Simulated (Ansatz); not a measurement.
A run of Ansatz 0.2.0:

Contents of input.yaml:

```yaml
crystal:
  lattice:
    - [3.1967, 0.0, 0.0]
    - [-1.59835, 2.7684234083, 0.0]
    - [0.0, 0.0, 5.0578]
  atoms:
    - { symbol: Hf, position: [0.6666666667, 0.3333333333, 0.75], spin: 0.5 }
    - { symbol: Hf, position: [0.3333333333, 0.6666666667, 0.25], spin: -0.5 }
kpoints:
  mp_grid: { grid: [10, 10, 5] }
scf:
  occupations: { method: methfessel_paxton, width: 0.05 }
hamiltonian:
  xc: pbe
  pseudopotentials: { kind: all_electron, lapw: { basis_error: 0.001 } }
magnetization:
  spin_polarized: true
output: {}
phonons:
  method: fd
  supercell: [1, 1, 1]
```

Potentials or basis: all-electron LAPW, scalar-relativistic.

Command:

```sh
$ ansatz run input.yaml --threads 1 --pin off --max-ram 2560MiB --backend cpu --events-out ev --progress --plain --runs-dir out
```

Hardware: 1 thread of AMD EPYC 9R45 96-Core Processor (Zen 5), on a shared host.

Problem. Estimate the wall time of this run.

Solution. Wall time 3 min on 1 thread of AMD EPYC 9R45 96-Core Processor (Zen 5), with other jobs on the host, peak memory 0.99 GiB. Counts: scf iterations 34, plane waves 337, k points 42, bands 44.
